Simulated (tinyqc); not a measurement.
Hueckel theory of the pi electrons, for the molecule c1ccncc1 (SMILES; centres numbered as the heavy atoms are written), step by step. One step of it, computed by the program tinyqc.

Task: Energy, charges, bond orders. E = sum n x; q_r = z_r - P_rr; bond order p = P_rs; free valence = sqrt(3) - sum of p over the bonds of the atom.

x values: 2.110171  1.170455  1.000000  -0.837986  -1.000000  -1.932639

occupations: 2.000000  2.000000  2.000000  0.000000  0.000000  0.000000

charge and bond-order matrix P:
```
           1C         2C         3C         4N         5C         6C
1C   0.948944   0.664819   0.060197  -0.325850   0.060197   0.664819
2C   0.664819   1.004571   0.669485  -0.022895  -0.330515   0.004571
3C   0.060197   0.669485   0.921479   0.653143  -0.078521  -0.330515
4N  -0.325850  -0.022895   0.653143   1.198956   0.653143  -0.022895
5C   0.060197  -0.330515  -0.078521   0.653143   0.921479   0.669485
6C   0.664819   0.004571  -0.330515  -0.022895   0.669485   1.004571
```

Centres:

| centre | z_r, pi electrons of the neutral centre | h |
|---|---|---|
| 1C | 1 | 0.000000 |
| 2C | 1 | 0.000000 |
| 3C | 1 | 0.000000 |
| 4N | 1 | 0.510000 |
| 5C | 1 | 0.000000 |
| 6C | 1 | 0.000000 |

Bonds:

| i | j | k |
|---|---|---|
| 1 | 2 | 1 |
| 2 | 3 | 1 |
| 3 | 4 | 1 |
| 4 | 5 | 1 |
| 5 | 6 | 1 |
| 6 | 1 | 1 |

Give: pi energy = 6 alpha + this times beta; pi charges; Bond orders and lengths from R = 1.517 - 0.180 p; free valence of the carbons; gap between the highest filled and the next level.

Result:

pi energy = 6 alpha + this times beta = 8.561

pi charges: 1C 0.051, 2C -0.005, 3C 0.079, 4N -0.199, 5C 0.079, 6C -0.005

Bond orders and lengths from R = 1.517 - 0.180 p (angstrom, C-C alone):

| bond | p | R |
|---|---|---|
| 1-2 | 0.665 | 1.397 |
| 2-3 | 0.669 | 1.396 |
| 3-4 | 0.653 | - |
| 4-5 | 0.653 | - |
| 5-6 | 0.669 | 1.396 |
| 6-1 | 0.665 | 1.397 |

free valence of the carbons: 1C 0.402, 2C 0.398, 3C 0.409, 5C 0.409, 6C 0.398

gap between the highest filled and the next level = 1.838 |beta|
